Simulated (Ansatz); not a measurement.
Method: DFT PBE, scalar-relativistic, plane waves, PAW in Ansatz. All cells share a 420 eV cutoff and Γ-centred k meshes spaced at most about 0.3 Å⁻¹ (2π included). No spin polarisation in the final relaxations.

Temperature and zero-point effects are left out.

Two relaxed structures of C:

1.

```
C
1.0
     2.51588    0.00000    0.00000
    -1.25794    2.17882    0.00000
     0.00000    0.00000   12.48530
C
12
Direct
  0.00000 0.00000 0.60467
  0.00000 0.00000 0.26979
  0.66667 0.33333 0.43729
  0.66667 0.33333 0.77187
  0.66667 0.33333 0.10446
  0.33333 0.66667 0.93716
  0.00000 0.00000 0.39533
  0.00000 0.00000 0.73021
  0.66667 0.33333 0.22813
  0.66667 0.33333 0.56271
  0.66667 0.33333 0.89554
  0.33333 0.66667 0.06284
```

2.

```
C
1.0
     0.00000    1.78573    1.78573
     1.78573    0.00000    1.78573
     1.78573    1.78573    0.00000
C
2
Direct
  0.50000 0.50000 0.50000
  0.75000 0.75000 0.75000
```

Problem. Which would you expect to be lower, and how large is the difference?

Solution. Cell 2 is lower, by 14 meV/atom. Cell 1 has space group P-6m2 (No. 187), 5.7 Å³/atom and a gap of 4.25 eV on its mesh; cell 2 has the diamond type, space group Fd-3m (No. 227), 5.7 Å³/atom and a gap of 4.15 eV. Counting all near atoms (those within 1.25 times the shortest such distance or 1.15 times the sum of covalent radii), cell 1 and cell 2 both have C 4. Both come from invented guesses. The part of the Crystallography Open Database at hand lists C in space groups No. 58, 69, 71, 141, 166 and others; sharing a group (Fd-3m) doesn't make a cell the listed structure.

Kohn–Sham gaps at this level usually fall short of measured ones. Cells relaxed within their symmetry can be saddle points.
